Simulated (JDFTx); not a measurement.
Crystal: BaF2 (Frankdicksonite).

```
Ba F
1.0
     0.00000    3.10005    3.10005
     3.10005    0.00000    3.10005
     3.10005    3.10005    0.00000
Ba F
1 2
Cartesian
  0.0000 0.0000 0.0000
  4.6501 4.6501 4.6501
  1.5500 1.5500 1.5500
```

Base run:

- Program: JDFTx 1.7.0 (patched build)
- Functional: PBE
- Potentials or basis: PseudoDojo-SR-PBE-0.5-standard
- Cutoff: 1143 eV
- Density cutoff: 9143 eV
- k mesh: 8 × 8 × 8
- Occupations: fermi-dirac, width 0.05 eV
- Spin: no spin polarisation

Its results: band gap on the k mesh 6.85 eV, indirect (least direct gap 6.94 eV); pressure 1.1 GPa.

**Question.** The run is repeated on the same cell with these changes: functional from PBE to LDA; potentials or basis from PseudoDojo-SR-PBE-0.5-standard to PseudoDojo-SR-LDA-0.4.1-standard. What comes out?

**Answer.** Band gap on the k mesh 6.43 eV, indirect (least direct gap 6.53 eV); pressure -4.2 GPa.

Caveats: spin-orbit coupling is left out, which moves the levels of the heavy elements; the empty levels aren't tightly converged (some runs); this release of the barium file is off (some runs).

A k mesh can miss the band edges.
